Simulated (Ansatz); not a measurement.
The system is Yb.

```xyz
2
Lattice="3.8799 0.0000 0.0000 -1.9400 3.3601 0.0000 0.0000 0.0000 6.3859" Properties=species:S:1:pos:R:3 pbc="T T T"
Yb    1.9400    1.1200    4.7894
Yb    0.0000    2.2401    1.5965
```

This isn't the form of Yb at room conditions, which is fcc.

```yaml
Program: Ansatz 0.2.0
Task: relaxation of cell and atoms
Functional: PBEsol
Dispersion: D4
Potentials_or_basis: Ansatz PAW
Cutoff: "420 eV (not typed: the program's choice for these potentials)"
k_mesh: 8 × 8 × 4
Occupations: fermi-dirac, width 0.05 eV
Spin: collinear spin, ferromagnetic start
Starting_moments: "[1.0, 1.0] μB"
```

At the start: volume 41.63 Å³/atom.

**Question.** How do energy, volume and symmetry change on relaxing?

**Answer.** It ends after 8 steps and the volume is 31.23 Å³/atom (-25.0 %); space group P6_3/mmc (No. 194, to 0.05 Å); moment 0.00 μB per cell.

Step by step:
```csv
step,energy change (eV),largest force (eV/Å),volume (Å³)
1,0.0000,0.0000,83.25
2,-0.1713,0.0000,75.08
3,-0.2959,0.0000,65.24
4,-0.3036,0.0000,61.95
5,-0.3039,0.0000,62.71
6,-0.3012,0.0000,62.71
7,-0.3014,0.0000,62.46
8,-0.3013,0.0000,62.46
```

Final structure:
```
Yb
1.0
     3.53210    0.00000    0.00000
    -1.76605    3.05889    0.00000
     0.00000    0.00000    5.78061
Yb
2
Cartesian
  1.7661 1.0196 4.3355
  0.0000 2.0393 1.4452
```

Caveat: the volume moved by over 15 % at a fixed basis, so the end points are rough; the plane-wave basis is chosen anew once the cell has moved, so the energies of steps on either side of that aren't comparable; pairwise dispersion overbinds metals, which lowers pressure and volume; the PAW data sets come from PBE, with cores solved anew for the run's functional, which leaves a small shift of forces and pressure; the starting moments weren't kept.
